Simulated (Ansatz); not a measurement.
# Ti6C: the cost of one run

Program: Ansatz 0.2.0. Level of theory: DFT PBE, scalar-relativistic, plane waves, PAW. These are calculated values, not measurements.

### Step 1. Starting point

Symmetry: Pmm2, No. 25, orthorhombic system. Conventional cell: a = 2.832 Å, b = 4.579 Å, c = 22.051 Å, α = 90.00°, β = 90.00°, γ = 90.00°. Ti (site symmetry mm2) is surrounded by 7 Ti at 2.64 to 3.00 Å. Around Ti (site symmetry mm2) lie 12 Ti at 2.83 to 3.03 Å. Ti (site symmetry mm2) is surrounded by 11 Ti at 2.64 to 3.00 Å. Around Ti (site symmetry mm2) lie 5 Ti at 2.56 to 2.83 Å. Around Ti (site symmetry mm2) lie 12 Ti at 2.83 to 2.99 Å. Ti (site symmetry mm2) has 1 C at 2.36 Å and 1 Ti at 2.56 Å as nearest neighbours. C (site symmetry mm2) has 1 Ti at 2.36 Å as nearest neighbours.

As a file:

```xyz
7
Lattice="2.8320 0.0000 0.0000 0.0000 4.5793 0.0000 0.0000 0.0000 22.0507" Properties=species:S:1:pos:R:3 pbc="T T T"
Ti    1.4160    0.0000    4.0000
Ti    0.0000    2.2897    5.3219
Ti    1.4160    0.0000    6.6439
Ti    1.4160    2.2897    7.9952
Ti    0.0000    0.0000    9.2793
Ti    1.4160    2.2897   10.5507
C     1.4160    2.2897   12.9107
```

This is the geometry of the first run shown, built on a cell relaxed beforehand with the same method.

### Step 2. What is varied

Atoms count from 1 in the order of the input.

C is moved over the surface cell; relaxed at each place: the height of the adsorbate's atoms; substrate rigid; the origin of the map has the adsorbate above Ti6.

The axes are (1) position of C7 along the first surface vector, from above Ti6: 6 values from 0.000 to 0.833, periodic; (2) position of C7 along the second surface vector, from above Ti6: 10 values from 0.0 to 0.9, periodic.

Relaxed at each point: the height of the adsorbate's atoms; substrate rigid. Points are written as (first, second).

The two vectors of the plane (Å): (2.832, 0.000, 0.000); (0.000, 4.579, 0.000).

### Step 3. The run at (0/6, 0/10) of the map's two axes

input.yaml

```yaml
crystal:
  lattice:
    - [2.8319727849, 0.0, 0.0]
    - [0.0, 4.5793473376, 0.0]
    - [0.0, 0.0, 22.0506931396]
  atoms:
    - { symbol: Ti, position: [0.5, 0.0, 0.1814001934] }
    - { symbol: Ti, position: [0.0, 0.5, 0.2413504045] }
    - { symbol: Ti, position: [0.5, 0.0, 0.3013006156] }
    - { symbol: Ti, position: [0.5, 0.5, 0.3625816749] }
    - { symbol: Ti, position: [0.0, 0.0, 0.4208168374] }
    - { symbol: Ti, position: [0.5, 0.5, 0.478474444] }
    - { symbol: C, position: [0.5, 0.5, 0.5855005581] }
basis:
  ecutwfc: 420
kpoints:
  mp_grid: { grid: [9, 6, 1] }
hamiltonian:
  xc: pbe
  pseudopotentials: { kind: paw, azcp: { folder: soft_1 } }
scf:
  occupations: { method: gaussian, width: 0.1 }
output:
  forces: true
  eigenvalues: true
  write_density: true
  write_potential: true
  elf: true
  volumetric_format: npy
relax:
  adjacent_minimum: "off"
  f_tol: 0.025
  max_steps: 16
  constraints: [{ sites: [0, 1, 2, 3, 4, 5] }, { sites: [6], fix: xy }]
efield:
  axis: 3
  dipole_correction: true
  ramp_width: 0.04
```

Started as:

```
ansatz run input.yaml --threads 2 --pin off --max-ram 6144MiB --backend cpu --events-out ev --progress --plain --runs-dir out
```

What time and memory should one allow on 2 threads of Arm Neoverse N1, shared host?

About 3.3 min, with a peak of 0.57 GiB.
